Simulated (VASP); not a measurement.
# BN (P6_3/mmc) in VASP: a series of runs, part 2 of 2

VASP 6.6.1.

## Step 4: Vibrations by finite differences, PBE+D3(BJ) (a relaxed cell with its volume scaled by 0.98)

Input file INCAR:

```
ALGO = Normal ; EDIFF = 1E-8
ENCUT = 520 ; GGA = PE
IBRION = 6 ; ISIF = 2
ISMEAR = 0 ; IVDW = 12
LASPH = True ; LCHARG = False
LREAL = False ; LWAVE = False
NBANDS = 16 ; NELM = 100
NFREE = 2 ; NSW = 1
POTIM = 0.015 ; PREC = Accurate
SIGMA = 0.02
```

Input file KPOINTS:

```
k-points
0
Gamma
  15 15 6
```

Input file POSCAR:

```
BN                                      
1.0
    2.4899904713      0.0000000000      0.0000000000
   -1.2449952356      2.1563949985      0.0000000000
    0.0000000000      0.0000000000      6.5412724186
  B               N             
     2     2
Direct
     0.3333333300000021    0.6666666699999979    0.2500000000000000
     0.6666666699999979    0.3333333300000021    0.7500000000000000
     0.3333333300000021    0.6666666699999979    0.7500000000000000
     0.6666666699999979    0.3333333300000021    0.2500000000000000
```

Potentials or basis: VASP PAW PBE potentials, release 64 (B, N).

On the command line:

```bash
$ cat potpaw_PBE.64/B/POTCAR potpaw_PBE.64/N/POTCAR > POTCAR
$ mpirun -np 1 vasp_std > vasp.out
```

OUTCAR:

```text
EDIFF = 1E-8
   ENCUT = 520
   GGA = PE
   IBRION = 6
   ISIF = 2
   ISMEAR = 0
   IVDW = 12
   LASPH = True
   LREAL = False
   NELM = 100
   NFREE = 2
   NSW = 1
   POTIM = 0.015
   PREC = Accurate
 IVDW          = 12

 ion  position               nearest neighbor table
   1  0.333  0.667  0.250-   4 1.44   4 1.44   4 1.44
   2  0.667  0.333  0.750-   3 1.44   3 1.44   3 1.44
   3  0.333  0.667  0.750-   2 1.44   2 1.44   2 1.44
   4  0.667  0.333  0.250-   1 1.44   1 1.44   1 1.44

  LATTYP: Found a hexagonal cell.
 ALAT       =     2.4899904713
 C/A-ratio  =     2.6270270887

  Lattice vectors:

 A1 = (   2.4899904713,   0.0000000000,   0.0000000000)
 A2 = (  -1.2449952356,   2.1563949985,   0.0000000000)
 A3 = (   0.0000000000,   0.0000000000,   6.5412724186)

Analysis of symmetry for initial positions (statically):
=====================================================================
[... 995 lines left out ...]
 Edisp (eV)   -0.58151

 E8    (eV) :    -0.1706
[... 27 lines left out ...]
  FREE ENERGIE OF THE ION-ELECTRON SYSTEM (eV)
  ---------------------------------------------------
  free  energy   TOTEN  =       -35.7042141941 eV

  energy  without entropy=      -35.7042141941  energy(sigma->0) =      -35.70421419

 INTERNAL STRAIN TENSORS FROM DISPLACED ATOMS
 ============================================

 INTERNAL STRAIN TENSOR FOR ION    1 for displacements in x,y,z  (eV/Angst):
          X           Y           Z          XY          YZ          ZX
  --------------------------------------------------------------------------------
  x    -0.00000     0.00000     0.00000   -13.90823     0.00000     0.00000
  y   -13.90823    13.90823     0.00000     0.00000     0.00000     0.00000
  z     0.00000     0.00000    -0.00000     0.00000     0.00000     0.00000

 INTERNAL STRAIN TENSOR FOR ION    4 for displacements in x,y,z  (eV/Angst):
          X           Y           Z          XY          YZ          ZX
  --------------------------------------------------------------------------------
  x     0.00000    -0.00000     0.00000    14.10043     0.00000     0.00000
  y    14.10043   -14.10043     0.00000    -0.00000     0.00000     0.00000
  z    -0.00000     0.00000     0.00000     0.00000     0.00000     0.00000

 Eigenvectors and eigenvalues of the dynamical matrix
 ----------------------------------------------------

   1 f  =   41.630399 THz   261.571510 2PiTHz 1388.640633 cm-1   172.169418 meV
             X         Y         Z           dx          dy          dz
     -0.000000  1.437597  1.635318    -0.530875   -0.002749   -0.000000
      1.244995  0.718798  4.905954     0.530875    0.002749   -0.000000
     -0.000000  1.437597  4.905954    -0.467075   -0.002419   -0.000000
      1.244995  0.718798  1.635318     0.467075    0.002419   -0.000000
[... 71 lines left out ...]
  12 f/i=    0.003149 THz     0.019783 2PiTHz    0.105024 cm-1     0.013021 meV
             X         Y         Z           dx          dy          dz
     -0.000000  1.437597  1.635318     0.000000    0.000000   -0.466677
      1.244995  0.718798  4.905954     0.000000    0.000000   -0.466677
     -0.000000  1.437597  4.905954     0.000000    0.000000   -0.531237
      1.244995  0.718798  1.635318     0.000000    0.000000   -0.531237

 ELASTIC MODULI CONTR FROM IONIC RELAXATION (kBar)
 Direction    XX          YY          ZZ          XY          YZ          ZX
 --------------------------------------------------------------------------------
 XX        -426.5971    426.5971     -0.0000     -0.0000      0.0000      0.0000
 YY         426.5971   -426.5971      0.0000     -0.0000      0.0000      0.0000
 ZZ          -0.0000      0.0000     -0.0000     -0.0000      0.0000      0.0000
 XY          -0.0000     -0.0000     -0.0000   -426.5971      0.0000      0.0000
 YZ           0.0000      0.0000      0.0000      0.0000      0.0000      0.0000
 ZX           0.0000      0.0000      0.0000      0.0000      0.0000      0.0000
 --------------------------------------------------------------------------------
```

OSZICAR:

```text
N       E                     dE             d eps       ncg     rms          rms(c)
DAV:   1     0.504886376363E+02    0.50489E+02   -0.80778E+03  3480   0.928E+02
DAV:   2    -0.354657817073E+02   -0.85954E+02   -0.77690E+02  4720   0.224E+02
DAV:   3    -0.387584590506E+02   -0.32927E+01   -0.32767E+01  4488   0.434E+01
[... 15 lines left out ...]
DAV:   4    -0.351227002701E+02   -0.36235E-04   -0.37244E-04  5584   0.129E-01    0.108E-02
DAV:   5    -0.351227021386E+02   -0.18684E-05   -0.28443E-06  6312   0.143E-02    0.474E-03
DAV:   6    -0.351227026764E+02   -0.53780E-06   -0.73695E-07  5760   0.670E-03    0.736E-04
DAV:   7    -0.351227026939E+02   -0.17516E-07   -0.44960E-08  5848   0.167E-03    0.253E-04
DAV:   8    -0.351227026954E+02   -0.14713E-08   -0.21890E-09  3640   0.379E-04
   9 F= -.35704214E+02 E0= -.35704214E+02  d E =-.437960E-47
```

stdout:

```text
POSCAR found type information on POSCAR B N
 POSCAR found :  2 types and       4 ions
 scaLAPACK will be used
 LDA part: xc-table for (Slater+PW92), standard interpolation
 POSCAR, INCAR and KPOINTS ok, starting setup
 FFT: planning ... GRIDC
 FFT: planning ... GRID_SOFT
 FFT: planning ... GRID
 WAVECAR not read
 entering main loop
 Found     4 degrees of freedom:
 Finite differences POTIM= 0.01500 DOF=   4
 bond charge predicted
 Finite differences progress:
 bond charge predicted
 Finite differences progress:
 bond charge predicted
 Finite differences progress:
 bond charge predicted
 Finite differences progress:
 bond charge predicted
 Finite differences progress:
 bond charge predicted
 Finite differences progress:
 bond charge predicted
 Finite differences progress:
 bond charge predicted
 Finite differences progress:
```

Run time: 10 min. Hardware: 1 thread of Intel Xeon Platinum 8488C (Sapphire Rapids), shared host; peak memory 0.46 GiB.

Results:

```yaml
Highest_phonon_frequency_at_Γ_LO-TO_splitting_left_out: 1389 cm⁻¹
Dispersion_energy_per_atom: -0.145 eV
```

Phonon frequencies in cm⁻¹ (negative: imaginary):
| q point | frequencies |
| --- | --- |
| (0.000, 0.000, 0.000) | 0 0 0 47 47 127 737 793 1389 1389 1389 1389 |

## Step 5: Vibrations by finite differences, PBE+D3(BJ) (a relaxed cell with its volume scaled by 1.02)

INCAR is that of step 4.

KPOINTS is that of step 4.

POSCAR, as its differences from that of step 4:

```diff
@@ -2,5 +2,5 @@
 1.0
-    2.4899904713      0.0000000000      0.0000000000
-   -1.2449952356      2.1563949985      0.0000000000
-    0.0000000000      0.0000000000      6.5412724186
+    2.5234171509      0.0000000000      0.0000000000
+   -1.2617085754      2.1853433521      0.0000000000
+    0.0000000000      0.0000000000      6.6290852114
   B               N
```

Potentials or basis: VASP PAW PBE potentials, release 64 (B, N).

On the command line:

```bash
$ cat potpaw_PBE.64/B/POTCAR potpaw_PBE.64/N/POTCAR > POTCAR
$ mpirun -np 1 vasp_std > vasp.out
```

OUTCAR:

```text
EDIFF = 1E-8
   ENCUT = 520
   GGA = PE
   IBRION = 6
   ISIF = 2
   ISMEAR = 0
   IVDW = 12
   LASPH = True
   LREAL = False
   NELM = 100
   NFREE = 2
   NSW = 1
   POTIM = 0.015
   PREC = Accurate
 IVDW          = 12

 ion  position               nearest neighbor table
   1  0.333  0.667  0.250-   4 1.46   4 1.46   4 1.46
   2  0.667  0.333  0.750-   3 1.46   3 1.46   3 1.46
   3  0.333  0.667  0.750-   2 1.46   2 1.46   2 1.46
   4  0.667  0.333  0.250-   1 1.46   1 1.46   1 1.46

  LATTYP: Found a hexagonal cell.
 ALAT       =     2.5234171509
 C/A-ratio  =     2.6270270887

  Lattice vectors:

 A1 = (   2.5234171509,   0.0000000000,   0.0000000000)
 A2 = (  -1.2617085754,   2.1853433521,   0.0000000000)
 A3 = (   0.0000000000,   0.0000000000,   6.6290852114)

Analysis of symmetry for initial positions (statically):
=====================================================================
 Subroutine PRICEL returns:
 Original cell was already a primitive cell.

 Routine SETGRP: Setting up the symmetry group for a
 hexagonal supercell.

 Subroutine GETGRP returns: Found 24 space group operations
 (whereof 12 operations were pure point group operations)
 out of a pool of 24 trial point group operations.

The static configuration has the point symmetry D_3d.
 The point group associated with its full space group is D_6h.

Analysis of symmetry for dynamics (positions and initial velocities):
=====================================================================
 Subroutine PRICEL returns:
 Original cell was already a primitive cell.

 Routine SETGRP: Setting up the symmetry group for a
 hexagonal supercell.

 Subroutine GETGRP returns: Found 24 space group operations
 (whereof 12 operations were pure point group operations)
 out of a pool of 24 trial point group operations.

The dynamic configuration has the point symmetry D_3d.
 The point group associated with its full space group is D_6h.

 Subroutine INISYM returns: Found 24 space group operations
 (whereof 12 operations are pure point group operations),
 and found     1 'primitive' translations

----------------------------------------------------------------------------------------

                                     Primitive cell

  volume of cell :      36.5563

  direct lattice vectors                    reciprocal lattice vectors
     2.523417151  0.000000000  0.000000000     0.396288025  0.228796999  0.000000000
    -1.261708575  2.185343352  0.000000000     0.000000000  0.457593997  0.000000000
     0.000000000  0.000000000  6.629085211     0.000000000  0.000000000  0.150850377

  length of vectors
     2.523417151  2.523417147  6.629085211     0.457593997  0.457593997  0.150850377

  position of ions in fractional coordinates (direct lattice)
     0.333333330  0.666666670  0.250000000
     0.666666670  0.333333330  0.750000000
     0.333333330  0.666666670  0.750000000
     0.666666670  0.333333330  0.250000000

  ion indices of the primitive-cell ions
   primitive index   ion index
                 1           1
                 2           2
                 3           3
                 4           4

[... 85 lines left out ...]
   EFERMI =   0.00;   METHOD = LEGACY
   ISMEAR =     0;   SIGMA  =   0.02  broadening in eV -4-tet -1-fermi 0-gaus
   EFERMI_NEDOS =   21; number of points for ismear=-14 and -15
   IALGO  =     38    algorithm
   IMIX   =      4    mixing-type and parameters
     AMIX     =   0.40;   BMIX     =  1.00
     AMIX_MAG =   1.60;   BMIX_MAG =  1.00
  volume/ion in A,a.u.               =       9.14        61.67
  Fermi-wavevector in a.u.,A,eV,Ry     =   1.242970  2.348873 21.020660  1.544975
  Thomas-Fermi vector in A             =   2.377301
   LORBIT       =      0    0 simple, 1 ext, 2 COOP (PROOUT), +10 PAW based schemes
   GGA     = PE    functional components
   LHFCALC =     F    Hartree Fock is set to
   AEXX    =    0.0000 exact exchange contribution
   IVDW    =    12    specifies the selected vdW correction
   LEPSILON=     F    determine dielectric tensor
   LRPA    =     F    only Hartree local field effects (RPA)
 finite differences with symmetry
 non-spin polarized calculation
 Gauss-broadening in eV      SIGMA  =   0.02
  energy-cutoff  :      520.00
  volume of cell :       36.56
 maximum number of plane-waves:      1004
 NGX is ok and might be reduce to    20
   NGX =  9   NGY =  9   NGZ = 25

--------------------------------------- Ionic step        1  -------------------------------------------

 number of electron      15.9999999 magnetization

 Free energy of the ion-electron system (eV)
  ---------------------------------------------------
  ext. energy  EPLUGINS =         0.00000000
  ---------------------------------------------------
  free energy    TOTEN  =       -35.15071527 eV

  energy without entropy =      -35.15071527  energy(sigma->0) =      -35.15071527

------------------------ aborting loop because EDIFF is reached ----------------------------------------

 Edisp (eV)   -0.55704

 E8    (eV) :    -0.1632
[... 327 lines left out ...]
--------------------------------------- Ionic step        9  -------------------------------------------

 number of electron      15.9999999 magnetization

 Free energy of the ion-electron system (eV)
  ---------------------------------------------------
  ext. energy  EPLUGINS =         0.00000000
  ---------------------------------------------------
  free energy    TOTEN  =       -35.14917106 eV

  energy without entropy =      -35.14917106  energy(sigma->0) =      -35.14917106

 E-fermi :   2.3714     XC(G=0): -10.0338

 val. band max:        2.2220051176   @ k =   0.3333   0.2667   0.0000
 cond. band min:       6.4663400052   @ k =   0.4667   0.0667   0.0000
 fundamental gap:      4.2443348876
 Fermi energy:         2.3714134440

 k-point     1 :       0.0000    0.0000    0.0000
  band No.  band energies     occupation
      1     -15.4754      2.00000
      2     -15.1748      2.00000
      3      -3.9197      2.00000
      4      -1.7604      2.00000
      5       0.8321      2.00000
      6       0.8321      2.00000
[... 433 lines left out ...]
      3      -6.1742      2.00000
      4      -6.0856      2.00000
      5      -3.7051      2.00000
      6      -3.6244      2.00000
[... 8 lines left out ...]
     15      17.1008      0.00000
     16      19.7698      0.00000

 [... further k-points ...]

------------------------ aborting loop because EDIFF is reached ----------------------------------------

 Edisp (eV)   -0.55704

 E8    (eV) :    -0.1632
[... 27 lines left out ...]
  FREE ENERGIE OF THE ION-ELECTRON SYSTEM (eV)
  ---------------------------------------------------
  free  energy   TOTEN  =       -35.7062156637 eV

  energy  without entropy=      -35.7062156637  energy(sigma->0) =      -35.70621566

 INTERNAL STRAIN TENSORS FROM DISPLACED ATOMS
 ============================================

 INTERNAL STRAIN TENSOR FOR ION    1 for displacements in x,y,z  (eV/Angst):
          X           Y           Z          XY          YZ          ZX
  --------------------------------------------------------------------------------
  x    -0.00000     0.00000     0.00000   -10.77921     0.00000     0.00000
  y   -10.77921    10.77921    -0.00000     0.00000     0.00000     0.00000
  z     0.00000     0.00000     0.00000     0.00000     0.00000    -0.00000

 INTERNAL STRAIN TENSOR FOR ION    4 for displacements in x,y,z  (eV/Angst):
          X           Y           Z          XY          YZ          ZX
  --------------------------------------------------------------------------------
  x     0.00000    -0.00000     0.00000    10.95707     0.00000     0.00000
  y    10.95707   -10.95707    -0.00000    -0.00000     0.00000     0.00000
  z     0.00000     0.00000     0.00000     0.00000    -0.00000     0.00000

 Eigenvectors and eigenvalues of the dynamical matrix
 ----------------------------------------------------

   1 f  =   39.421585 THz   247.693123 2PiTHz 1314.962529 cm-1   163.034502 meV
             X         Y         Z           dx          dy          dz
     -0.000000  1.456896  1.657271    -0.531164   -0.002696   -0.000000
      1.261709  0.728448  4.971814    -0.531164   -0.002696   -0.000000
     -0.000000  1.456896  4.971814     0.466746    0.002369    0.000000
      1.261709  0.728448  1.657271     0.466746    0.002369    0.000000
[... 71 lines left out ...]
  12 f/i=    0.001673 THz     0.010515 2PiTHz    0.055821 cm-1     0.006921 meV
             X         Y         Z           dx          dy          dz
     -0.000000  1.456896  1.657271    -0.000000    0.000000   -0.466713
      1.261709  0.728448  4.971814    -0.000000    0.000000   -0.466713
     -0.000000  1.456896  4.971814    -0.000000    0.000000   -0.531205
      1.261709  0.728448  1.657271    -0.000000    0.000000   -0.531205

 ELASTIC MODULI CONTR FROM IONIC RELAXATION (kBar)
 Direction    XX          YY          ZZ          XY          YZ          ZX
 --------------------------------------------------------------------------------
 XX        -278.1064    278.1064      0.0000     -0.0000      0.0000      0.0000
 YY         278.1064   -278.1064     -0.0000     -0.0000     -0.0000     -0.0000
 ZZ           0.0000     -0.0000     -0.0000     -0.0000      0.0000      0.0000
 XY          -0.0000     -0.0000     -0.0000   -278.1064      0.0000      0.0000
 YZ           0.0000     -0.0000      0.0000      0.0000     -0.0000     -0.0000
 ZX           0.0000     -0.0000      0.0000      0.0000     -0.0000     -0.0000
 --------------------------------------------------------------------------------
```

Run time: 9.3 min. Hardware: 1 thread of Intel Xeon Platinum 8488C (Sapphire Rapids), shared host; peak memory 0.47 GiB.

What came out:

```yaml
Highest_phonon_frequency_at_Γ_LO-TO_splitting_left_out: 1315 cm⁻¹
Dispersion_energy_per_atom: -0.139 eV
```

Phonon frequencies in cm⁻¹ (negative: imaginary):
| q point | frequencies |
| --- | --- |
| (0.000, 0.000, 0.000) | 0 0 0 47 47 117 747 799 1315 1315 1315 1315 |
